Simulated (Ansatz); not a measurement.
## A series in volume scale on GaP

All results are calculated (Ansatz 0.2.0). Periodic Kohn-Sham DFT of a crystal at fixed atoms, scaled to volume_scale times the given cell; pressure positive in compression, energy less spherical unpolarised free atoms, largest_vzz the field gradient of largest size among the nuclei.

The cell before it is scaled or strained (space group Fm-3m, No. 225):
```
GaP
1.0
      0.0000     2.5805     2.5805
      2.5805     0.0000     2.5805
      2.5805     2.5805     0.0000
Ga P
1 1
Direct
  0.00000 0.00000 0.00000
  0.50000 0.50000 0.50000
```

Settings of every row: method frozen-core PAW; functional PBE; relativity scalar; k mesh 12x12x12; filling fermi-dirac; smearing width 0.05 eV; wave cutoff 420 eV; paw set soft_2.

Atom start moment: 0 on all atoms.

Limits: the cell comes from a prototype or a list of computed structures and needn't be the stable phase.

```
row  volume scale  V (Å³/atom)  pressure (GPa)
  1          0.95       16.324           5.028
  2         0.975       16.754               ?
  3             1       17.183               0
  4         1.025       17.613           -2.03
  5          1.05       18.043          -3.789
```

Question: what pressure should row 2 give?

Worked fit of pressure. Take u = (V_r/V)^(2/3) − 1 with V_r = 17.398 Å³ an atom, which is twice the finite (Eulerian) strain; such expansions in the strain, on which the Birch-Murnaghan equation of state is built, carry the rest volume and the bulk modulus. The shown rows have u = 0.04339, 0.00832, -0.00815, -0.02398. Least squares give pressure = −1.0519 + 123.369 × u + 386.01 × u² GPa; a straight line predicts inner rows, each left out in turn, worse (root mean square 0.27 against 0.0035 GPa). The rows lie off it by 0.000, -0.001, 0.002, -0.001. The pressure vanishes at u = 0.0083, or V = 17.18 Å³ an atom, and there the bulk modulus at fixed shape and fractions is B = −V dP/dV = (2/3)(1 + u) dP/du = 87.2 GPa. The withheld row has u = 0.02546, so the fit gives −1.0519 + 123.369 × (0.02546) + 386.01 × (0.02546)² = 2.339 GPa.

The calculation gave 2.337 GPa. The fit lies 0.002 GPa (0.023 % of the column's range) above it; its largest miss of a shown row is 0.002 GPa.
